Six programs compute the energy of the same rocksalt TaN crystal with the same density functional. Each run scales the cubic cell through the same seven volumes and takes the equilibrium volume V and the bulk modulus B from the resulting energy curve. SIRIUS and DFTK use potentials of the same family, the other four programs each use their own, and no two plane-wave cutoffs are equal. The problem is to find what makes their answers differ, and which of the differences belong to the description of the crystal.

Kohn-Sham DFT with the PBE functional for rocksalt TaN (two-atom cell), without spin polarisation, spin-orbit coupling or dispersion correction, on a 10×10×10 k mesh with Fermi-Dirac smearing of 0.05 eV. The basis column gives the plane-wave cutoff. Volume, bulk modulus and its slope with pressure, B′, come from a fit to the energies at seven volumes.

```
         program                            potentials    basis  equilibrium volume (Å³/atom)  bulk modulus (GPa)  bulk modulus slope
          SIRIUS            dojo sr pbe 0.4.1 standard  1152 eV                        10.759               328.7               4.430
            DFTK        dojo.nc.sr.pbe.v0_4_1.standard  1143 eV                        10.760               328.7               4.430
Quantum ESPRESSO               SSSP 1.3 efficiency PBE   816 eV                        10.761               331.0               4.470
          Ansatz                            Ansatz PAW   420 eV                        10.769               329.8               4.460
            GPAW  GPAW PAW data sets (gpaw data 1.2.1)   800 eV                        10.783               331.5               4.450
            VASP  VASP PAW PBE potentials, recommended   520 eV                        10.798               330.3               4.480
```

**(a) The total energies of two programs can differ by thousands of eV per atom, yet their equilibrium volumes nearly agree. What property of the energy difference moves the minimum? Estimate the shift of VASP relative to SIRIUS.**

*Solution.* A total energy has an arbitrary zero, set by the potential and by the reference the program uses. Adding a constant to the whole energy curve lifts it without moving its lowest point. The minimum moves only if the difference between two programs changes as the crystal is stretched. If one program charges extra energy for compression, its crystal relaxes outwards, as if a small pressure acted from inside.

Let D(V) be the energy of a program less that of SIRIUS, per atom. SIRIUS serves as the origin because it has the smallest volume, which doesn't make it the most accurate. The extra outward pressure is p = −dD/dV. The crystal resists with a restoring pressure B·ΔV/V when it expands by ΔV, and the two balance at

ΔV = p·V/B.

For VASP the energies just below and just above the middle of the volume range give p = 1.17 GPa. With V and B of SIRIUS, the shift is 1.17 × 10.759/328.7 = 0.038 Å³/atom. The table has 0.039 Å³/atom.

The same formula gives the shifts of the other programs to about 0.001 Å³/atom. It has no adjustable constant, but its slopes come from the same energies as the tabulated volumes. The agreement therefore confirms that a small tilt of the energy curve is enough, while the origin of the tilt remains to be found.

The tilt is small indeed. Between the smallest and the largest cell, D for VASP falls by 5.66 + 3.99 = 9.65 meV/atom, while the volume changes by 12% of its middle value. It can still be seen in V because the bottom of the energy curve is flat. Misplacing the volume by the whole spread of the table costs only about 0.15 meV/atom.

**(b) A crystal usually becomes softer as it expands. VASP has the largest volume, so why does it not have the lowest bulk modulus? And why is Quantum ESPRESSO stiffer than SIRIUS at almost the same volume?**

*Solution.* The usual rule follows one energy curve: stretched bonds resist further change less strongly. Two programs, however, have two different curves. The slope of D moves the minimum, and its curvature changes the stiffness found there. A difference that falls steeply in the compressed cell and more gently in the expanded one does both at once: it pushes the crystal outwards and makes the energy valley narrower.

The bulk modulus slope B′ in the table tells how fast B rises with pressure. Expansion by ΔV therefore lowers B by B′·B·ΔV/V, and the curvature of D adds V·d²D/dV². The change of modulus is

ΔB = −B′·B·ΔV/V + V·d²D/dV².

For VASP the expansion alone would soften the crystal by 5.2 GPa. The curvature stiffens it by 6.9 GPa, which leaves a net rise of 1.7 GPa, close to the 1.6 GPa in the table. The larger cell is thus not softer, because the same energy difference that enlarged it also bent the curve more strongly.

Quantum ESPRESSO separates the two effects. Its energy difference from SIRIUS is nearly level in the middle of the volume range, so the minimum hardly moves. The difference is still bent, and this curvature adds 2.6 GPa with almost no softening to offset it. A matching equilibrium volume is therefore no evidence that two potentials describe compression alike.

DFTK is the opposite case. Its difference from SIRIUS is almost constant over the whole range, and both volume and modulus agree closely. For all the programs the sum of the two terms reproduces the difference in modulus to about 0.2 GPa. Like the volume shifts, this is a breakdown of the computed curves and no independent test of them; the printed output after the text shows it for every row.

**(c) Which of the volume shifts are supported by a second quantity from the same runs, and what could cause the largest one?**

*Solution.* SIRIUS and DFTK use potentials of the same family, at nearly the same cutoff, and differ by only 0.001 Å³/atom. In this pair the change of program hardly matters. The larger shifts appear where the potentials change, and with them the basis, so these two influences have to be told apart.

The stress helps, because each program evaluates it directly in a single cell instead of taking it from the slope of a fitted energy curve. If energy and stress are both sound, the stress vanishes at the volume where the energy is lowest. For VASP the stress vanishes at about 10.79 Å³/atom, close to the energy minimum and still the largest value of the six. Its offset is therefore not produced by the energy fit. The smaller shift of Ansatz is no product of the fit either, since its stress vanishes at its energy minimum, 10.77 Å³/atom. Such agreement can't clear the potential itself, whose errors enter energy and stress alike. For Quantum ESPRESSO the stress vanishes near 10.75 Å³/atom. This mismatch is larger than its shift from SIRIUS, so that tiny shift is not secure.

GPAW behaves differently. Its energy minimum lies at 10.783 Å³/atom, but its stress vanishes near 10.76 Å³/atom, which is below the Ansatz value and close to SIRIUS. Most of its offset is thus absent from the stress, and its place between Ansatz and VASP is not secure.

A well-known basis effect would have the right sign. At a fixed cutoff a larger cell holds more plane waves, whereas the usual stress formula keeps their number fixed. Stretching the cell then makes the basis poorer and raises the energy, so the computed pressure comes out too low. This error is called Pulay stress, and it would leave the energy minimum as the better of the two values.

Whether it is the cause in GPAW can be tested. The pressure from the stress is 0.63 GPa below that from the energy fit. If Pulay stress accounts for all of this, raising the cutoff by 10% should lower the energy by roughly 6 meV/atom, or somewhat less if the gain fades as the cutoff rises. A much smaller drop would point to an error in the energy curve or elsewhere in the stress.

For VASP the mismatch between stress and energy fit is only 0.11 GPa, about a tenth of its extra pressure, so the stress gives little sign of such a basis effect. A plausible cause of its large volume lies in the tantalum core. The VASP potential treats 11 electrons of Ta as valence and freezes the 5s shell, whereas the potentials in DFTK and Quantum ESPRESSO treat 13. A frozen shell keeps its atomic shape and can't adjust when the nitrogen neighbours are pressed against it. Theory therefore expects an energy penalty that grows on compression, which would enlarge the cell. If the penalty also steepens on the way, its curvature works against the softening by expansion.

The energy difference of VASP has this form, but so do those of Ansatz and GPAW, only more weakly. The form alone can't identify the 5s shell, since other details of how a potential is built may produce a similar penalty. The frozen shell remains a reasoned guess.

A direct test would keep the program, the mesh and the seven volumes, and change only the Ta potential to one built as similarly as possible but with 5s in the valence. If the frozen shell is responsible, most of the extra pressure of 1.17 GPa should disappear, and the stiffening by curvature should shrink with it. Would the VASP minimum then join the others, or would another part of the potential still hold the crystal open?

Numerical output:

```
Energy excess over SIRIUS and volume shift:
               row  change over compressed half (meV/atom)  change over expanded half (meV/atom)  extra pressure (GPa)  shift from model (A^3/atom)  shift in table (A^3/atom)
            SIRIUS                                       0                                     0                     0                            0                          0
              DFTK                                   -0.14                                 -0.11               0.03334                     0.001091                      0.001
  Quantum ESPRESSO                                   -0.59                                  0.03               0.05556                     0.001819                      0.002
            Ansatz                                   -1.58                                 -0.94                0.2963                       0.0097                       0.01
              GPAW                                  -3.678                                -2.262                0.7338                      0.02402                      0.024
              VASP                                   -5.66                                 -3.99                 1.171                      0.03831                      0.039
Bulk modulus less that of SIRIUS in GPa:
               row  softening by expansion  stiffening by curvature       sum  table
            SIRIUS                       0                        0         0      0
              DFTK                 -0.1477                   0.1235  -0.02421      0
  Quantum ESPRESSO                 -0.2461                    2.552     2.306    2.3
            Ansatz                  -1.313                    2.634     1.321    1.1
              GPAW                  -3.251                    5.828     2.577    2.8
              VASP                  -5.185                    6.873     1.688    1.6
Stress against energy fit at 10.813 A^3/atom:
               row  printed pressure (GPa)  pressure of energy fit (GPa)  mismatch (GPa)  volume of zero stress (A^3/atom)
            SIRIUS                  -1.649                        -1.635        -0.01357                             10.76
              DFTK                  -1.619                        -1.605        -0.01372                             10.76
  Quantum ESPRESSO                  -1.838                        -1.586         -0.2521                             10.75
            Ansatz                   -1.34                         -1.34       -4.31e-05                             10.77
              GPAW                  -1.557                       -0.9232         -0.6337                             10.76
              VASP                 -0.5761                        -0.465         -0.1111                             10.79
Spread of equilibrium volume (A^3/atom): 0.039
Spread of equilibrium volume (percent of smallest): 0.3625
Spread of cubic lattice constant (A): 0.005328
Energy cost of a volume error as large as the spread (meV/atom): 0.145
VASP volume shift if its free energy is fitted instead (A^3/atom): 0.0009688
GPAW energy change for 10 percent more cutoff if the mismatch is all Pulay stress (meV/atom): -6.115
```
